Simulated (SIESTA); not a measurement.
The system is MnO2.

```
CELL_PARAMETERS angstrom
2.85496 0.00000 0.00000
-1.42748 2.47246 0.00000
0.00000 0.00000 10.22174
ATOMIC_POSITIONS crystal
Mn 0.00000 0.00000 0.50000
Mn 0.00000 0.00000 0.00000
O 0.66667 0.33333 0.40686
O 0.66667 0.33333 0.09314
O 0.33333 0.66667 0.59314
O 0.33333 0.66667 0.90686
```

Measurements of this composition are mostly on another form, of space group No. 136.

Base run:

| Item | Value |
| --- | --- |
| Program | SIESTA 5.4.2 |
| Functional | LDA |
| Potentials or basis | PseudoDojo 0.4 standard (LDA files) |
| Basis | DZP (energy shift 0.003 Ry; two zetas on semicore shells) |
| Grid cutoff | 800 Ry |
| Energy shift | 0.003 Ry |
| k mesh | 11 × 11 × 3 |
| Occupations | fermi-dirac, width 0.05 eV |
| Spin | collinear spin, ferromagnetic start |
| Starting moments | [4.0, 4.0, 0.0, 0.0, 0.0, 0.0] μB |

Its results: band gap on the k mesh 0.44 eV, indirect (least direct gap 0.47 eV); pressure -5.4 GPa; net moment 6.00 μB per cell; site moments Mn +2.87; O +0.06 μB; largest force 0.212 eV/Å.

Question: The run is repeated on the same cell with these changes: functional from LDA to BLYP; potentials or basis from PseudoDojo 0.4 standard (LDA files) to PseudoDojo 0.4 standard (PBE files). What comes out?

Answer: Band gap on the k mesh 0.76 eV, indirect (least direct gap 0.79 eV); pressure 11.8 GPa; net moment 6.00 μB per cell; site moments Mn +2.87; O +0.07 μB; largest force 0.905 eV/Å.

Caveats: short orbitals over semicore shells can move pressures by several GPa; the basis of atomic orbitals isn't converged, which shifts pressures, moduli and gaps; only a ferromagnetic start was run, and an antiferromagnetic order may lie lower in energy; the potentials were made for another functional, which shifts forces and pressure (some runs).

Not every run made on this cell is shown here.
